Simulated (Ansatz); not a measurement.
Se under changes of volume

One of the cells (27.261 Å³/atom); the others are scaled copies at fixed shape and fractional positions:

```
CELL_PARAMETERS angstrom
4.36620 0.00000 0.00000
-2.18310 3.78124 0.00000
0.00000 0.00000 4.95360
ATOMIC_POSITIONS crystal
Se 0.77460 0.77460 0.00000
Se 0.00000 0.22540 0.66667
Se 0.22540 0.00000 0.33333
```

| Item | Value |
| --- | --- |
| Program | Ansatz 0.2.0 |
| Functional | PBE |
| Potentials or basis | SPMS NC |
| Cutoff | 816 eV (not typed: the program's choice for these potentials) |
| k mesh | 7 × 7 × 6 |
| Occupations | fermi-dirac, width 0.05 eV |
| Spin | no spin polarisation |

```csv
volume (Å³/atom),energy over the lowest point (meV/atom),pressure (GPa),gap on the mesh (eV),largest force (eV/Å)
25.625,?,?,?,?
26.170,39.58,5.5,1.16,0.874
26.716,23.21,4.1,1.18,0.641
27.261,11.51,2.8,1.20,0.424
27.806,4.01,1.6,1.19,0.222
28.351,0.31,0.6,1.17,0.034
28.896,0.00,-0.4,1.15,0.142
```

Task: What does the run at 25.625 Å³/atom give?

Result: Energy over the lowest point 61.12 meV/atom; pressure 7.1 GPa; gap on the mesh 1.13 eV; largest force 1.125 eV/Å.

Worked out: A Birch-Murnaghan fit of order 3 (a polynomial in V^(-2/3)) to the other rows has its minimum at 28.67 Å³/atom with B0 = V·E''(V) = 50 GPa and B' = 4.4 at fixed shape and positions, which overstates the stiffness. It gives 61.10 meV/atom at 25.625 Å³/atom, against the run's 61.12, and -dE/dV = 7.1 GPa, against 7.1. A parabola through the other rows of the gap, of slope 2.2 eV per unit of ln V there, extrapolates to 1.12 eV, against the run's 1.13.

Energies are extrapolated to zero smearing.

Caveats: odd divisions of the mesh miss points on the zone boundary, where band edges often lie, so the gap on the mesh can be too wide; forces of over 1 eV/Å show positions far from the minimum, so gaps and moduli don't describe the material at rest (some runs).

A mesh can miss the band edges. Spin-orbit coupling on Se is left out.
